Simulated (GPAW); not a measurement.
Input of a GPAW 26.7.0 run:

Contents of run.py:

```python
from ase import Atoms
from ase.eos import EquationOfState
from ase.io import Trajectory
from ase.units import GPa
from ase.parallel import parprint
from gpaw import GPAW, PW, setup_paths

setup_paths.insert(0, '.')

atoms = Atoms(['Fe', 'Si', 'Si'],
              cell=[[2.684, 0.0, 0.0],
                    [0.0, 2.684, 0.0],
                    [0.0, 0.0, 5.128]],
              scaled_positions=[[0.0, 0.0, 0.0],
                                [0.5, 0.5, 0.73],
                                [0.5, 0.5, 0.27]],
              pbc=True)
atoms.set_initial_magnetic_moments([3.0, 0.0, 0.0])

traj = Trajectory('eos.traj', 'w')
volumes, energies = [], []
for x in [0.94, 0.96, 0.98, 1.0, 1.02, 1.04, 1.06]:
    a = atoms.copy()
    a.set_cell(atoms.cell * x**(1 / 3), scale_atoms=True)
    calc = GPAW(mode=PW(600),
                xc='PBEsol',
                kpts={'size': (10, 10, 5), 'gamma': True},
                occupations={'name': 'fermi-dirac', 'width': 0.05},
                nbands=19,
                convergence={'density': 1e-05, 'energy': 1e-05},
                maxiter=150,
                txt=f'eos-{x:.2f}.txt')
    a.calc = calc
    energies.append(a.get_potential_energy(force_consistent=True))
    volumes.append(a.get_volume())
    p = -a.get_stress()[:3].mean() / GPa
    calc.write(f'eos-{x:.2f}.gpw')
    traj.write(a)
    parprint(f'{x:.2f} {volumes[-1]:10.4f} A^3 {energies[-1]:14.6f} eV {p:9.3f} GPa', flush=True)

v0, e0, B = EquationOfState(volumes, energies, eos='birchmurnaghan').fit()
parprint(f'V0 = {v0:.4f} A^3, E0 = {e0:.6f} eV, B0 = {B / GPa:.2f} GPa')
```

Potentials or basis: PAW data sets generated in the run's folder for this functional, pw.

Command:

```bash
$ gpaw-setup -f PBEsol Fe Si
$ OMP_NUM_THREADS=1 mpirun -n 4 gpaw python run.py
```

Task: Estimate the bulk modulus at fixed shape and positions.

Result: 203 GPa.

Task: Estimate the equilibrium volume.

Result: 12.36 Å³/atom.

Task: What does it give for the pressure derivative of the bulk modulus?

Result: 4.7.

Energy against volume, from the lowest point:
| volume (Å³/atom) | energy (meV/atom) |
| --- | --- |
| 11.575 | 35.26 |
| 11.821 | 15.87 |
| 12.068 | 4.38 |
| 12.314 | 0.00 |
| 12.560 | 1.99 |
| 12.806 | 9.67 |
| 13.053 | 22.33 |

Caveat: the cell was scaled at fixed shape and fractional positions, which overstates the stiffness of a crystal with free parameters, most of all of layers and chains.
